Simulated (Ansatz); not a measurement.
## How far is PAW off for Mg?

```
CELL_PARAMETERS angstrom
3.14432 0.00000 0.00000
-1.57216 2.72306 0.00000
0.00000 0.00000 5.10487
ATOMIC_POSITIONS crystal
Mg 0.33333 0.66667 0.25000
Mg 0.66667 0.33333 0.75000
```

Atom numbers follow the list: Mg1, Mg2.

The cell is COD entry 9008506, as deposited and not checked against the literature; nothing was relaxed. The listed cell was then made from it by scaling, straining or moving an atom.

Levels of theory: DFT, PBE, PAW with Ansatz's default frozen-core files, scalar-relativistic (Ansatz 0.2.0); DFT, PBE, all-electron LAPW, scalar-relativistic (Ansatz 0.2.0).

For PAW: a Γ-centred 12×12×7 k mesh, Fermi–Dirac smearing of 0.05 eV, cutoff 420 eV, no spin polarisation. LAPW targets a basis error of 1 meV/atom. The Ansatz runs share mesh, smearing and spin set-up. Plane-wave (PAW) pressures include the program's estimate of the Pulay term.

Stress and pressure are positive in compression.

The change that made this cell: volume scaled by 0.9405.

PAW results:

```csv
quantity,PAW
pressure (GPa),1.90
stress xx (GPa),2.22
stress zz (GPa),1.28
```

Problem. What does LAPW (all electrons) give for the same quantities?

Solution. 
```csv
quantity,LAPW
pressure (GPa),1.88
stress xx (GPa),2.19
stress zz (GPa),1.25
```
